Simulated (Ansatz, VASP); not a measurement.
## KBr in VASP and in Ansatz

INCAR

```
PREC = Accurate
ENCUT = 520
EDIFF = 1E-7
ISMEAR = 0
SIGMA = 0.02
LREAL = False
LASPH = True
NELM = 60
ALGO = Normal
ISIF = 2
LWAVE = False
LCHARG = True
GGA = PE
LELF = True
LVHAR = True
NBANDS = 15
```

Contents of KPOINTS:

```
Automatic mesh
0
Gamma
  6 6 6
```

Contents of POSCAR:

```
KBr
1.0
    0.0000000000      3.3836231037      3.3836231037
    3.3836231037      0.0000000000      3.3836231037
    3.3836231037      3.3836231037      0.0000000000
K Br
1 1
Direct
    0.0000000000      0.0000000000      0.0000000000
    0.5000000000      0.5000000000      0.5000000000
```

Input for Ansatz:

```yaml
crystal:
  lattice:
    - [0.0, 3.3836231037, 3.3836231037]
    - [3.3836231037, 0.0, 3.3836231037]
    - [3.3836231037, 3.3836231037, 0.0]
  atoms:
    - { symbol: K, position: [0.0, 0.0, 0.0] }
    - { symbol: Br, position: [0.5, 0.5, 0.5] }
basis:
  ecutwfc: 420
kpoints:
  mp_grid: { grid: [6, 6, 6] }
hamiltonian:
  xc: pbe
scf:
  occupations: { method: gaussian, width: 0.02 }
output:
  forces: true
  stress: true
  eigenvalues: true
```

Alike in both runs: task single point; functional PBE; k mesh 6 × 6 × 6; occupations gaussian, width 0.02 eV; no spin polarisation.

```csv
,VASP,Ansatz
version,VASP 6.6.1,Ansatz 0.2.0
potentials or method,"VASP PAW PBE potentials, release 64 (K_sv, Br)","scalar-relativistic, plane waves, PAW"
plane-wave cutoff (eV),520,420
valence electrons in the cell,16,16
```

```csv
,VASP,Ansatz,Ansatz less VASP
gap on the k mesh at the Fermi level (eV),4.24,4.24,+0.001
least direct gap on the mesh (eV),4.24,4.24,+0.001
pressure (GPa),-0.3,-0.3,-0.02
```

With one functional, cell and mesh, what is left measures potentials, basis and numerics.

As with any semilocal functional, this PBE gap is likely too small.
